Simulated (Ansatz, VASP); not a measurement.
**Two plane-wave programs on HfSi3**

```
Hf Si
1.0
     3.87689    0.00000    0.00000
     0.00000    3.87689    0.00000
     0.00000    0.00000    3.87689
Hf Si
1 3
Direct
  0.00000 0.00000 0.00000
  0.00000 0.50000 0.50000
  0.50000 0.50000 0.00000
  0.50000 0.00000 0.50000
```

Alike in both runs: task single point; functional PBEsol; k mesh 8 × 8 × 8; occupations gaussian, width 0.05 eV; no spin polarisation.

```csv
,VASP,Ansatz
version,VASP 6.6.1,Ansatz 0.2.0
potentials or method,"VASP PAW PBE potentials, release 64 (Hf_pv, Si)","scalar-relativistic, plane waves, PAW"
plane-wave cutoff (eV),520,420
valence electrons in the cell,22,38
```

VASP gave:

| Property | Result |
| --- | --- |
| gap on the k mesh at the Fermi level (eV) | none |
| pressure (GPa) | 5.8 |

Task: Which values does Ansatz return?

Result: gap on the k mesh at the Fermi level (eV): none; pressure (GPa): 5.7.

A gap of «none» marks a metal or a gap that the smearing closes. The two sets of potentials don't hold the same shells in valence.

Caveats: the PAW data sets were made with another functional, which shifts forces and pressure a little (VASP). The runs have no spin-orbit coupling, so splittings on Hf are missing.
